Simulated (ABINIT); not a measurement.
# BN (R3m) in ABINIT: reference runs

Aim: a first look at BN with PBE, on the cell as given and on a disturbed one.

Everything below comes from runs of ABINIT 10.8.3 (patched build). Logs are shortened: lines on timing, memory, paths and dates and some standing lists are left out, and cuts for length are marked. The log counts tension as positive stress, the text compression.

### Step 1. The crystal as given

The structure is trigonal, space group R3m (No. 160). The conventional cell has a = 2.502 Å, b = 2.502 Å, c = 10.119 Å, α = 90.00°, β = 90.00°, γ = 120.00°. Around N (site symmetry 3m) lie 3 B at 1.44 Å. B (site symmetry 3m) has 3 N at 1.44 Å as nearest neighbours.

The cell is a database's computed one.

### Step 2. Single point, PBE

File run.abi:

```
# Pseudopotentials
pp_dirpath "./"
pseudos "N.GGA_PBE-JTH.xml, B.GGA_PBE-JTH.xml"

# Structure
structure "poscar:POSCAR"
natom 2

# Plane-wave basis
ecut 26.0
pawecutdg 48.0
pawovlp 30

# k points
kptopt 1
ngkpt 12 12 12
nshiftk 1
shiftk 0.0 0.0 0.0

# Exchange and correlation
ixc 11

# Bands and occupations
nband 8
occopt 3
tsmear 0.05 eV

# SCF cycle
nstep 100
tolvrs 1.0e-9

# Output
iomode 3
prtwf 0
prtden 0
prteig 0
prtebands 0
enunit 2
```

File POSCAR:

```
BN
1.0
    1.2511217832      0.7223354983      3.3729344033
   -1.2511217832      0.7223354983      3.3729344033
    0.0000000000     -1.4446709966      3.3729344033
N B
1 1
Direct
    0.6672382000      0.6672382000      0.6672382000  N
    0.0003288000      0.0003288000      0.0003288000  B
```

Potentials or basis: JTH PAW PBE v2.0.

Started as:

```
abinit run.abi > log 2>&1
```

run.abo:

```text
.Version 10.8.3 of ABINIT
 Symmetries : space group R3 m (#160); Bravais hR (rhombohedral)
================================================================================
 Values of the parameters that define the memory need of the present run
     intxc =       0    ionmov =       0      iscf =      17    lmnmax =       8
     lnmax =       4     mgfft =      32  mpssoang =       2    mqgrid =    3001
     natom =       2  nloc_mem =       2    nspden =       1   nspinor =       1
    nsppol =       1      nsym =       6    n1xccc =       1    ntypat =       2
    occopt =       3   xclevel =       2
       mpw =         800          nfft =       32768          nkpt =         189
 PAW method is used; the additional fine FFT grid is defined by:
   mgfftf=        45    nfftf =     91125
================================================================================
================================================================================

--------------------------------------------------------------------------------
------------- Echo of variables that govern the present computation ------------
--------------------------------------------------------------------------------
 -outvars: echo values of preprocessed input variables --------
            acell      1.0000000000E+00  1.0000000000E+00  1.0000000000E+00 Bohr
              amu      1.40067400E+01  1.08110000E+01
             ecut      2.60000000E+01 Hartree
           enunit           2
                       outvar_i_n : Printing only first  50 k-points.
              ixc          11
                       outvar_i_n : Printing only first  50 k-points.
         kptrlatt       12    0    0      0   12    0      0    0   12
          kptrlen      5.67426605E+01
            natom           2
            nband           8
            ngfft          32      32      32
          ngfftdg          45      45      45
             nkpt         189
            nstep         100
             nsym           6
           ntypat           2
                       prtocc : prtvol=0, do not print more k-points.
           occopt           3
        pawecutdg      4.80000000E+01 Hartree
          pawovlp      3.0000000000E+01
         pawxcdev           0
           prtden           0
        prtebands           0
           prteig           0
            prtwf           0
            rprim      2.3642775204E+00  1.3650162628E+00  6.3739222629E+00
                      -2.3642775204E+00  1.3650162628E+00  6.3739222629E+00
                       0.0000000000E+00 -2.7300325256E+00  6.3739222629E+00
          spgroup         160
           tolvrs      1.00000000E-09
           tsmear      1.83746611E-03 Hartree
            typat      1  2
           useylm           1
                       outvars : Printing only first  50 k-points.
           xangst      1.3713208442E-17 -7.5713683757E-18  6.7516520399E+00
                       8.6884777766E-20  2.7735341848E-20  3.3270624954E-03
            xcart      2.5914208263E-17 -1.4307812628E-17  1.2758773253E+01
                       1.6418843449E-19  5.2412200101E-20  6.2872369201E-03
             xred      6.6723820000E-01  6.6723820000E-01  6.6723820000E-01
                       3.2880000000E-04  3.2880000000E-04  3.2880000000E-04
            znucl        7.00000    5.00000

================================================================================

 chkinp: Checking input parameters for consistency.

================================================================================
== DATASET  1 ==================================================================

--- !DatasetInfo
iteration_state: {dtset: 1, }
dimensions: {natom: 2, nkpt: 189, mband: 8, nsppol: 1, nspinor: 1, nspden: 1, mpw: 800, }
cutoff_energies: {ecut:  26.0, pawecutdg:  48.0, }
electrons: {nelect:   8.00000000E+00, charge:   0.00000000E+00, occopt:   3.00000000E+00, tsmear:   1.83746611E-03, }
meta: {optdriver: 0, ionmov: 0, optcell: 0, iscf: 17, paral_kgb: 0, }
...

 Exchange-correlation functional for the present dataset will be:
  GGA: Perdew-Burke-Ernzerhof functional - ixc=11
  J.P.Perdew, K.Burke, M.Ernzerhof, PRL 77, 3865 (1996)

 Real(R)+Recip(G) space primitive vectors, cartesian coordinates (Bohr,Bohr^-1):
 R(1)=  2.3642775  1.3650163  6.3739223  G(1)=  0.2114811  0.1220987  0.0522964
 R(2)= -2.3642775  1.3650163  6.3739223  G(2)= -0.2114811  0.1220987  0.0522964
 R(3)=  0.0000000 -2.7300325  6.3739223  G(3)=  0.0000000 -0.2441973  0.0522964
 Unit cell volume ucvol=  1.2342249E+02 bohr^3
 Angles (23,13,12)=  3.98719868E+01  3.98719868E+01  3.98719868E+01 degrees

 Coarse grid specifications (used for wave-functions):

 getcut: wavevector=  0.0000  0.0000  0.0000  ngfft=  32  32  32
         ecut(hartree)=     26.000   => boxcut(ratio)=   2.01160

 Fine grid specifications (used for densities):

 getcut: wavevector=  0.0000  0.0000  0.0000  ngfft=  45  45  45
         ecut(hartree)=     48.000   => boxcut(ratio)=   2.03472

--- Pseudopotential description ------------------------------------------------
- pspini: atom type   1  psp file is ./N.GGA_PBE-JTH.xml
 Pseudopotential format is: paw10
 basis_size (lnmax)=  4 (lmn_size=  8), orbitals=   0   0   1   1
 Spheres core radius: rc_sph= 1.20497474
 Shapefunction is SIN type: shapef(r)=[sin(pi*r/rshp)/(pi*r/rshp)]**2
 Radius for shape functions =  1.00243812
 Compensation charge density is not taken into account in XC energy/potential

- pspini: atom type   2  psp file is ./B.GGA_PBE-JTH.xml
 Pseudopotential format is: paw10
 basis_size (lnmax)=  4 (lmn_size=  8), orbitals=   0   0   1   1
 Spheres core radius: rc_sph= 1.70616958
 Shapefunction is SIN type: shapef(r)=[sin(pi*r/rshp)/(pi*r/rshp)]**2
 Radius for shape functions =  1.40269776
 Compensation charge density is not taken into account in XC energy/potential

   5.83076110E+01                                ecore*ucvol(ha*bohr**3)
--------------------------------------------------------------------------------

[... 7 lines left out ...]

     iter   Etot(hartree)      deltaE(h)  residm     nres2
 ETOT  1  -13.026042263133    -1.303E+01 9.844E-02 5.323E+01
 ETOT  2  -12.990697221580     3.535E-02 3.070E-02 1.077E+01
 ETOT  3  -12.984178446446     6.519E-03 4.060E-03 1.024E+00
 ETOT  4  -12.983092534761     1.086E-03 6.468E-03 3.568E-02
 ETOT  5  -12.983201914521    -1.094E-04 2.885E-03 1.466E-02
 ETOT  6  -12.983225798394    -2.388E-05 2.011E-03 3.919E-04
 ETOT  7  -12.983227325252    -1.527E-06 3.962E-04 3.668E-05
 ETOT  8  -12.983227470660    -1.454E-07 7.412E-04 1.482E-06
 ETOT  9  -12.983227473576    -2.916E-09 2.363E-04 3.019E-08
 ETOT 10  -12.983227473662    -8.609E-11 5.380E-04 3.091E-09
 ETOT 11  -12.983227473670    -7.610E-12 1.407E-04 2.840E-11

 At SCF step   11       nres2   =  2.84E-11 < tolvrs=  1.00E-09 =>converged.

 Cartesian components of stress tensor (hartree/bohr^3)
  sigma(1 1)= -1.51193502E-04  sigma(3 2)=  0.00000000E+00
  sigma(2 2)= -1.51193502E-04  sigma(3 1)=  0.00000000E+00
  sigma(3 3)= -8.54957994E-05  sigma(2 1)=  0.00000000E+00

--- !ResultsGS
iteration_state: {dtset: 1, }
comment   : Summary of ground state results
lattice_vectors:
- [  2.3642775,   1.3650163,   6.3739223, ]
- [ -2.3642775,   1.3650163,   6.3739223, ]
- [  0.0000000,  -2.7300325,   6.3739223, ]
lattice_lengths: [   6.93397,    6.93397,    6.93397, ]
lattice_angles: [ 39.872,  39.872,  39.872, ] # degrees, (23, 13, 12)
lattice_volume:   1.2342249E+02
convergence: {deltae: -7.610E-12, res2:  2.840E-11, residm:  1.407E-04, diffor: null, }
etotal    :  -1.29832275E+01
entropy   :   0.00000000E+00
fermie    :   1.57123504E-01
cartesian_stress_tensor: # hartree/bohr^3
- [ -1.51193502E-04,   0.00000000E+00,   0.00000000E+00, ]
- [  0.00000000E+00,  -1.51193502E-04,   0.00000000E+00, ]
- [  0.00000000E+00,   0.00000000E+00,  -8.54957994E-05, ]
pressure_GPa:   3.8040E+00
xred      :
- [  6.6724E-01,   6.6724E-01,   6.6724E-01,  N]
- [  3.2880E-04,   3.2880E-04,   3.2880E-04,  B]
cartesian_forces: # hartree/bohr
- [ -7.11119297E-21,   1.82581704E-21,  -8.82410936E-05, ]
- [  7.11119297E-21,  -1.82581704E-21,   8.82410936E-05, ]
force_length_stats: {min:   8.82410936E-05, max:   8.82410936E-05, mean:   8.82410936E-05, }
...

 Integrated electronic density in atomic spheres:
 ------------------------------------------------
 Atom  Sphere_radius  Integrated_density
    1        1.20497          2.73464166
    2        1.70617          2.23397893

================================================================================

 ----iterations are completed or convergence reached----

 Mean square residual over all n,k,spin=   12.832E-08; max=  14.067E-05
 reduced coordinates (array xred) for    2 atoms
       0.667238200000      0.667238200000      0.667238200000
       0.000328800000      0.000328800000      0.000328800000
 rms dE/dt=  5.9386E-04; max dE/dt=  7.5306E-04; dE/dt below (all hartree)
    1       0.000753057779      0.000753057779      0.000753057779
    2      -0.000371825962     -0.000371825962     -0.000371825962

 cartesian coordinates (angstrom) at end:
    1      0.00000000000000    -0.00000000000000     6.75165203992790
    2      0.00000000000000     0.00000000000000     0.00332706249542

 cartesian forces (hartree/bohr) at end:
    1     -0.00000000000000     0.00000000000000    -0.00008824109356
    2      0.00000000000000    -0.00000000000000     0.00008824109356
 frms,max,avg= 5.0946019E-05 8.8241094E-05   0.000E+00  0.000E+00 -2.991E-05 h/b

 cartesian forces (eV/Angstrom) at end:
    1     -0.00000000000000     0.00000000000000    -0.00453753947034
    2      0.00000000000000    -0.00000000000000     0.00453753947034
 frms,max,avg= 2.6197496E-03 4.5375395E-03   0.000E+00  0.000E+00 -1.538E-03 e/A
 length scales=  1.000000000000  1.000000000000  1.000000000000 bohr
              =  0.529177210544  0.529177210544  0.529177210544 angstroms
 Fermi (or HOMO) energy (hartree) =   0.15712   Average Vxc (hartree)=  -0.36641
 Eigenvalues (hartree) for nkpt= 189  k points:
 kpt#   1, nband=  8, wtk=  0.00058, kpt=  0.0000  0.0000  0.0000 (reduced coord)
  -0.54497   -0.04529    0.06154    0.06154    0.29878    0.53770    0.53770    0.59113
      occupation numbers for kpt#   1
   2.00000    2.00000    2.00000    2.00000    0.00000    0.00000    0.00000    0.00000
 prteigrs : prtvol=0 or 1, do not print more k-points.

 Fermi (or HOMO) energy (eV) =   4.27555   Average Vxc (eV)=  -9.97049
 Eigenvalues (   eV  ) for nkpt= 189  k points:
 kpt#   1, nband=  8, wtk=  0.00058, kpt=  0.0000  0.0000  0.0000 (reduced coord)
 -14.82947   -1.23246    1.67454    1.67454    8.13031   14.63153   14.63153   16.08543
 prteigrs : prtvol=0 or 1, do not print more k-points.

--- !EnergyTerms
iteration_state     : {dtset: 1, }
comment             : Components of total free energy in Hartree
kinetic             :  7.88029899451295E+00
hartree             :  4.24022623832967E+00
xc                  : -3.87494999392471E+00
Ewald energy        : -9.01038243178440E+00
psp_core            :  4.72422916043402E-01
local_psp           : -1.41018386934334E+01
PAW spherical_terms :  1.41099619436390E+00
internal            : -1.29832267758925E+01
'-kT*entropy'       : -5.23478755890875E-15
total_energy        : -1.29832267758926E+01
total_energy_eV     : -3.53291598517975E+02
...

--- !EnergyTermsDC
iteration_state     : {dtset: 1, }
comment             : '"Double-counting" decomposition of free energy'
band_energy         : -1.22140014179932E+00
Ewald energy        : -9.01038243178440E+00
psp_core            :  4.72422916043402E-01
xc_dc               : -3.46097761744009E+00
PAW spherical_terms :  2.37109801310655E-01
internal            : -1.29832274736698E+01
'-kT*entropy'       : -5.23478755890875E-15
total_energy_dc     : -1.29832274736698E+01
total_energy_dc_eV  : -3.53291617505460E+02
...

--- !EnergyTermsWithPAWCore
iteration_state     : {dtset: 1, }
comment             : 'Components of total free energy, including PAW core contributions'
Total energy        : -7.97019806955430E+01
Total energy DC     : -7.97019813933202E+01
Total energy (eV)   : -2.16880138127614E+03
Total energy DC (eV): -2.16880140026363E+03
...

 Cartesian components of stress tensor (hartree/bohr^3)
  sigma(1 1)= -1.51193502E-04  sigma(3 2)=  0.00000000E+00
  sigma(2 2)= -1.51193502E-04  sigma(3 1)=  0.00000000E+00
  sigma(3 3)= -8.54957994E-05  sigma(2 1)=  0.00000000E+00

-Cartesian components of stress tensor (GPa)         [Pressure=  3.8040E+00 GPa]
- sigma(1 1)= -4.44826641E+00  sigma(3 2)=  0.00000000E+00
- sigma(2 2)= -4.44826640E+00  sigma(3 1)=  0.00000000E+00
- sigma(3 3)= -2.51537326E+00  sigma(2 1)=  0.00000000E+00

== END DATASET(S) ==============================================================
================================================================================

 -outvars: echo values of variables after computation  --------
            acell      1.0000000000E+00  1.0000000000E+00  1.0000000000E+00 Bohr
           etotal     -1.2983227474E+01
            fcart     -7.1111929709E-21  1.8258170398E-21 -8.8241093561E-05
                       7.1111929709E-21 -1.8258170398E-21  8.8241093561E-05
            rprim      2.3642775204E+00  1.3650162628E+00  6.3739222629E+00
                      -2.3642775204E+00  1.3650162628E+00  6.3739222629E+00
                       0.0000000000E+00 -2.7300325256E+00  6.3739222629E+00
           strten     -1.5119350218E-04 -1.5119350198E-04 -8.5495799413E-05
                       0.0000000000E+00  0.0000000000E+00  0.0000000000E+00
           xangst      1.3713208442E-17 -7.5713683757E-18  6.7516520399E+00
                       8.6884777766E-20  2.7735341848E-20  3.3270624954E-03
             xred      6.6723820000E-01  6.6723820000E-01  6.6723820000E-01
                       3.2880000000E-04  3.2880000000E-04  3.2880000000E-04
 Calculation completed.
```

Wall time 40 s (1 thread of Intel Xeon Platinum 8488C (Sapphire Rapids), shared host); peak memory 0.13 GiB.

Results:

```yaml
Free_energy: -353.2916 eV
Pressure: 3.8 GPa
Largest_force: 0.005 eV/Å
Band_gap_on_the_k_mesh: 4.27 eV, indirect (least direct gap 4.68 eV)
```

Forces in eV/Å, atoms in the order of the input:
```
N    0.000  0.000 -0.005
B    0.000  0.000  0.005
```

Stress tensor (GPa, compression positive):
```
4.45 0.00 0.00
0.00 4.45 0.00
0.00 0.00 2.52
```

Caveat: the atomic spheres overlap. PBE gaps usually lie below the measured ones, often by a third to a half.

### Step 3. Single point, PBE (atoms moved at random, drawn with an rms of 0.05 Å)

run.abi: that of step 2 with these lines changed.

```diff
@@ -5,7 +5,20 @@
 # Structure
-structure "poscar:POSCAR"
+acell 6.9339716281 6.9339716281 6.9339716281
+rprim
+     0.3409701749     0.1968592223     0.9192310844
+    -0.3409701749     0.1968592223     0.9192310844
+     0.0000000000    -0.3937184445     0.9192310844
+ntypat 2
+znucl 7 5
 natom 2
+typat 1 2
+xcart
+     0.0739569651     0.0810423805    12.7324068774
+    -0.0630292744    -0.0453390151     0.0970493403
+chkprim 0
+chksymtnons 0
+tolsym 1.0e-6
 
 # Plane-wave basis
-ecut 26.0
+ecut 707.496042 eV
 pawecutdg 48.0
@@ -34,3 +47,2 @@
 prtwf 0
-prtden 0
 prteig 0
@@ -38 +50,5 @@
 enunit 2
+prtden 1
+prtvha 1
+prtvclmb 1
+prtpot 1
```

Potentials or basis: JTH PAW PBE v2.0.

Started as:

```
abinit run.abi > log 2>&1
```

It took 2.8 min on 1 thread of Intel Xeon Platinum 8488C (Sapphire Rapids), shared host; peak memory 0.26 GiB.

The run converged. Its results:

| Property | Result |
| --- | --- |
| Free energy | -353.0805 eV |
| Pressure | 6.9 GPa |
| Largest force | 3.727 eV/Å |
| Band gap on the k mesh | 3.71 eV, indirect (least direct gap 4.58 eV) |

Forces in eV/Å, atoms in the order of the input:
```
N   -2.402 -2.752  0.737
B    2.402  2.752 -0.737
```

Stress tensor (GPa, compression positive):
```
 1.63 -6.98  1.32
-6.98 16.97  1.49
 1.32  1.49  2.20
```

Levels at points of the mesh, in eV from the valence-band top:
```tsv
k point	band 1	band 2	band 3	band 4	band 5	band 6	band 7	band 8
(0.00, 0.00, 0.00)	-17.80	-4.22	-2.41	-0.13	5.09	10.18	13.20	13.27
(0.50, 0.00, 0.00)	-14.51	-8.72	-4.68	-1.03	6.14	9.67	13.10	14.88
(0.00, 0.50, 0.00)	-14.69	-9.01	-3.76	-0.58	5.13	9.54	13.06	14.76
(0.50, 0.50, 0.00)	-14.67	-8.95	-3.67	-0.95	3.71	9.79	14.37	17.46
(0.00, 0.00, 0.50)	-14.73	-9.07	-3.61	-0.45	4.85	9.74	13.07	14.75
(0.50, 0.00, 0.50)	-14.62	-8.90	-3.81	-1.09	3.96	9.57	14.36	17.53
(0.00, 0.50, 0.50)	-14.43	-8.60	-4.73	-1.54	4.86	9.77	14.23	17.61
(0.50, 0.50, 0.50)	-17.54	-6.17	-2.43	-0.14	9.90	10.13	12.33	13.26
```

Caveat: the atomic spheres overlap.
